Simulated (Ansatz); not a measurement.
# TiNi in Ansatz: the effect of functional

Crystal: TiNi.

```xyz
4
Lattice="3.8219 0.0000 0.0000 0.0000 3.8219 0.0000 0.0000 0.0000 3.6362" Properties=species:S:1:pos:R:3 pbc="T T T"
Ni    0.0000    0.0000    0.0000
Ni    1.9110    1.9110    0.0000
Ti    1.9110    0.0000    1.8879
Ti    0.0000    1.9110    1.7483
```

The cell comes from a database or a generator and needn't be the stable form of this composition.

Alike in all runs:

* Program: Ansatz 0.2.0
* Task: projected density of states
* Potentials or basis: Ansatz PAW
* k mesh: 4 × 4 × 4
* Occupations: fermi-dirac, width 0.05 eV
* Spin: collinear spin, ferromagnetic start
* Starting moments: [1.0, 1.0, 1.0, 1.0] μB

Task: One run gave: pressure -10.4 GPa; moment 0.00 μB; largest force 0.06 eV/Å. Which functional did it use?
A. r2SCAN
B. LDA
C. r2SCAN0
D. HSE06
E. PBE0

Result: B.

```csv
functional,cutoff,pressure (GPa),moment (μB),largest force (eV/Å)
LDA,420 eV (not typed: the program's choice for these potentials),-10.4,0.00,0.06
PBEsol,420 eV (not typed: the program's choice for these potentials),-4.6,0.63,0.01
r2SCAN,500 eV (not typed: the program's choice for these potentials),-1.2,1.19,0.11
HSE06,420 eV (not typed: the program's choice for these potentials),1.2,1.28,0.14
PBE0,420 eV (not typed: the program's choice for these potentials),0.7,1.19,0.14
r2SCAN0,500 eV (not typed: the program's choice for these potentials),0.4,1.40,0.23
```

Caveats: all runs use coarse meshes; the PAW data sets come from PBE, with cores solved anew for the run's functional, which leaves a small shift of forces and pressure; the density of states is complete only up to the lowest level of the last band computed; the magnetic or orbital state may not be the lowest (some runs); the thresholds are loose for stress (some runs); the starting moments weren't kept (some runs).
